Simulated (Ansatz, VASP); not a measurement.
Two plane-wave programs on AlNi

INCAR

```
  ALGO = Normal
  EDIFF = 1E-6
  ENCUT = 520
  GGA_COMPAT = F
  ISIF = 2
  ISMEAR = 1
  LASPH = T
  LCHARG = F
  LMAXMIX = 4
  LNONCOLLINEAR = T
  LORBIT = 11
  LORBMOM = T
  LREAL = F
  LSORBIT = T
  LWAVE = F
  MAGMOM = 0 0 0 1.061 1.061 0
  NBANDS = 25
  NELM = 150
  PREC = Accurate
  SIGMA = 0.05
```

File KPOINTS:

```
k-points
0
Gamma
  5 5 5
```

Contents of POSCAR:

```
AlNi
1.0
    1.9386940000     -1.9531900000      0.0000000000
    1.9386940000      1.9531900000      0.0000000000
    0.0000000000      0.0000000000      3.0994300000
Al Ni
1 1
Direct
    0.0000000000      0.0000000000      0.0000000000
    0.5000000000      0.5000000000      0.5000000000
```

Input for Ansatz:

```yaml
crystal:
  lattice:
    - [1.938694, -1.95319, 0.0]
    - [1.938694, 1.95319, 0.0]
    - [0.0, 0.0, 3.09943]
  atoms:
    - { symbol: Al, position: [0.0, 0.0, 0.0] }
    - { symbol: Ni, position: [0.5, 0.5, 0.5], spin: 1.5, spin_axis: [1.0, 1.0, 0.0] }
basis:
  ecutwfc: 550.0
kpoints:
  mp_grid:
    grid: [5, 5, 5]
hamiltonian:
  xc: lda
magnetization:
  noncollinear: true
  spin_orbit: true
scf:
  occupations:
    method: cold
    width: 0.05
```

The cell comes from a database or a generator and needn't be the stable form of this composition.

Alike in both runs: task single point; functional LDA; k mesh 5 × 5 × 5; non-collinear spin, spin-orbit coupling.

```csv
,VASP,Ansatz
version,VASP 6.6.1,Ansatz 0.2.0
potentials or method,"VASP PAW LDA potentials, release 64 (Al, Ni)","plane waves, PAW"
plane-wave cutoff (eV),520,550
occupations,"methfessel-paxton of order 1, width 0.05 eV","cold, width 0.05 eV"
valence electrons in the cell,13,21
```

Ansatz gave:

- net moment per atom (μB): 0.04

Task: Estimate VASP's values.

Result: net moment per atom (μB): 0.03.

The two sets of potentials don't hold the same shells in valence. Ansatz warned: «seeded_moment_not_kept».

Caveats: the k mesh is coarse (spacing up to 0.46 Å⁻¹), so the values aren't converged.
